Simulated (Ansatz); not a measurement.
**SiO2 (Stishovite): G0W0 under other settings**

A base run on SiO2 (Stishovite), then changed inputs.

Program: Ansatz 0.2.0. Level of theory: G0W0 on PBE, plane waves, PAW; PAW set soft_1. Results are calculated unless marked as measured.

Report form: the programs' logs are mostly left out.

### 1. The structure

The structure is tetragonal, space group P4_2/mnm (No. 136). Conventional cell: a = 4.177 Å, b = 4.177 Å, c = 2.665 Å, α = 90.00°, β = 90.00°, γ = 90.00°. Si has 6 O at 1.76 to 1.81 Å nearest. O has 3 Si at 1.76 to 1.81 Å nearest. Farther neighbours and most contacts between anions are not listed.

The cell and positions come from the Crystallography Open Database and are kept as given unless a step says otherwise.

### 2. The base run: 4×4×6 mesh, 105 empty bands, screening to 100 eV, PAW set soft_1 files

G0W0 replaces the xc potential by the self-energy, built once from these orbitals. Only a window of levels is corrected, while the sums run over the empty bands that the input names. This step takes PAW set soft_1 files.

Contents of input.yaml:

```yaml
crystal:
  lattice:
    - [4.1773, 0.0, 0.0]
    - [0.0, 4.1773, 0.0]
    - [0.0, 0.0, 2.6652]
  atoms:
    - { symbol: Si, position: [0.0, 0.0, 0.0] }
    - { symbol: Si, position: [0.5, 0.5, 0.5] }
    - { symbol: O, position: [0.3059, 0.3059, 0.0] }
    - { symbol: O, position: [0.1941, 0.8059, 0.5] }
    - { symbol: O, position: [0.6941, 0.6941, 0.0] }
    - { symbol: O, position: [0.8059, 0.1941, 0.5] }
kpoints:
  mp_grid: { grid: [4, 4, 6] }
hamiltonian:
  xc: pbe
  pseudopotentials: { kind: paw, azcp: { folder: soft_1 } }
scf:
  occupations: { method: fixed }
gw:
  n_empty_bands: 105
  ecut_chi: 100
  qp_bands: [v2, c2]
  qp_kpoints: band_edges
  screening: { model: contour_deformation }
```

The run is started by

```console
$ ansatz run input.yaml --threads 2 --pin off --max-ram 73728MiB --backend cuda --events-out ev --progress --plain --runs-dir out --devices 1 --max-vram 13GiB
```

Wall time 13 s (1 × NVIDIA H100 80GB HBM3 (shared by 6 runs) with 2 threads of AMD EPYC 7R13 (Zen 3), shared host); peak memory 1.1 GiB.

This step gave:

```
bands summed                                 : 121
RPA ε∞ on this mesh (eigenvalues)            : 3.262, 3.262, 3.427
plane waves in the screening matrix          : 105
q-points in the mesh                         : 96
G0W0 gap on the mesh                         : 8.355 eV
k of the valence top                         : 0, 0, 0
k of the conduction bottom                   : 0, 0, 0
starting gap on the mesh                     : 5.643 eV
Z at the valence top                         : 0.8154
Z at the conduction bottom                   : 0.8492
least direct G0W0 gap on the computed points : 8.355 eV
```

The gap on the mesh goes from 5.64 eV to 8.35 eV, a correction of +2.71 eV. Between the two edge states, bare exchange in place of the xc potential would open the gap by 11.98 eV, and correlation takes back 9.27 eV.

### 3. Variant: potentials

Other atomic data (norm-conserving) test the pseudisation: the cutoff goes from 420 to 1240 eV, with the same valence electrons.

This step: G0W0 on PBE, plane waves, norm-conserving pseudopotentials.

input.yaml, as its differences from that of step 2:

```diff
@@ -16,3 +16,3 @@
   xc: pbe
-  pseudopotentials: { kind: paw, azcp: { folder: soft_1 } }
+  pseudopotentials: { kind: nc }
 scf:
```

It took 23 s on 1 × NVIDIA H100 80GB HBM3 (shared by 6 runs) with 2 threads; peak memory 1.3 GiB.

The G0W0 gap on the mesh is 8.408 eV.

Against the base:

| setting | base | variant |
| --- | --- | --- |
| files | PAW set soft_1 | norm-conserving |

| quantity | variant | base |
| --- | --- | --- |
| starting gap on the mesh | 5.663 | 5.643 |
| G0W0 gap on the mesh | 8.408 | 8.355 |
| least direct G0W0 gap on the computed points | 8.408 | 8.355 |
| Z at the valence top | 0.815 | 0.815 |
| Z at the conduction bottom | 0.849 | 0.849 |

### 4. Variant: potentials

This step: G0W0 on PBE, plane waves, PAW.

input.yaml, as its differences from that of step 3:

```diff
@@ -16,3 +16,3 @@
   xc: pbe
-  pseudopotentials: { kind: nc }
+  pseudopotentials: { kind: paw, source: ansatz }
 scf:
```

The job ended after 20 s (1 × NVIDIA H100 80GB HBM3 (shared by 6 runs) with 2 threads; peak memory 1.2 GiB; 28 s of CPU time).

The G0W0 gap on the mesh is 8.354 eV.

Against the base:

| setting | base | variant |
| --- | --- | --- |
| files | PAW set soft_1 | hard PAW |

| quantity | variant | base |
| --- | --- | --- |
| starting gap on the mesh | 5.627 | 5.643 |
| G0W0 gap on the mesh | 8.354 | 8.355 |
| least direct G0W0 gap on the computed points | 8.354 | 8.355 |
| Z at the valence top | 0.815 | 0.815 |
| Z at the conduction bottom | 0.849 | 0.849 |

### 5. Variant: frequency model

A plasmon pole stands in for the full frequency dependence of the screening; this run shows what that costs in accuracy.

This step: G0W0 on PBE, plane waves, PAW; PAW set soft_1.

input.yaml, as its differences from that of step 4:

```diff
@@ -16,3 +16,3 @@
   xc: pbe
-  pseudopotentials: { kind: paw, source: ansatz }
+  pseudopotentials: { kind: paw, azcp: { folder: soft_1 } }
 scf:
@@ -24,2 +24,2 @@
   qp_kpoints: band_edges
-  screening: { model: contour_deformation }
+  screening: { model: godby_needs }
```

Elapsed: 11 s, on 1 × NVIDIA H100 80GB HBM3 (shared by 6 runs) with 2 threads; peak memory 1.1 GiB; 11 s of CPU time.

The G0W0 gap on the mesh is 8.342 eV.

Against the base:

| setting | base | variant |
| --- | --- | --- |
| frequency model | contour deformation | plasmon pole |

| quantity | variant | base |
| --- | --- | --- |
| starting gap on the mesh | 5.643 | 5.643 |
| G0W0 gap on the mesh | 8.342 | 8.355 |
| least direct G0W0 gap on the computed points | 8.342 | 8.355 |
| Z at the valence top | 0.822 | 0.815 |
| Z at the conduction bottom | 0.853 | 0.849 |

### 6. Outcome

| Property | Result |
| --- | --- |
| base | 8.35 eV, 13 s |
| potentials | 8.41 eV, 23 s |
| potentials | 8.35 eV, 20 s |
| frequency model | 8.34 eV, 11 s |

In words: Potentials: the gap moves by +0.05 eV (the plane-wave cutoff goes from 420 to 1240 eV). Potentials: the gap moves by −0.001 eV (the plane-wave cutoff goes from 420 to 930 eV). Frequency model: the gap moves by −0.01 eV. All runs here use a coarse mesh and modest cutoffs; they test settings and are not final values. The 4×4×6 mesh is coarse for this cell (its supercell is 16 Å along the shortest edge). The RPA ε∞ on it, from the PBE start, is 3.26 and 3.43; such meshes misread the long-range screening, most where the gap is narrow.

[Paths, hosts, dates, memory and timing lines, banners, echoed tables and standing remarks are left out of the program output.]

[Logs are printed without paths, hosts, clocks, repeated set-up lines and the standing remarks that a program may print on its own settings, such as how far it seeks lower states.]

[Runs of the session that timed out or met a known fault of the program may be left out.]

[Cells called generated may have been cut or substituted from an entry of the Crystallography Open Database or the Materials Project.]

[Hosts, paths, dates, database ids (printed as entryN), source tags and the programs' standing remarks are cut or masked in the printed files.]
